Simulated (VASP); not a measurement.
Input of a VASP 6.6.1 run:

The input INCAR:

```
  ALGO = Normal
  EDIFF = 1E-7
  ENCUT = 520
  GGA = PE
  ISIF = 2
  ISMEAR = -1
  LASPH = T
  LCHARG = F
  LREAL = F
  LWAVE = F
  NBANDS = 16
  NELM = 100
  PREC = Accurate
  SIGMA = 0.05
```

File KPOINTS:

```
k-points
0
Gamma
  10 10 10
```

The input POSCAR:

```
NbC
1.0
    0.0000000000      2.2345500000      2.2345500000
    2.2345500000      0.0000000000      2.2345500000
    2.2345500000      2.2345500000      0.0000000000
Nb C
1 1
Direct
    0.0000000000      0.0000000000      0.0000000000
    0.5000000000      0.5000000000      0.5000000000
```

Potentials or basis: VASP PAW PBE potentials, release 64 (Nb_sv, C).

Launch:

```sh
$ cat potpaw_PBE.64/Nb_sv/POTCAR potpaw_PBE.64/C/POTCAR > POTCAR
$ mpirun -np 1 vasp_std > vasp.out
```

Task: What does it give for the pressure?

Result: 2.7 GPa.

Task: Estimate the band gap on the k mesh.

Result: None (metal or under the smearing width).
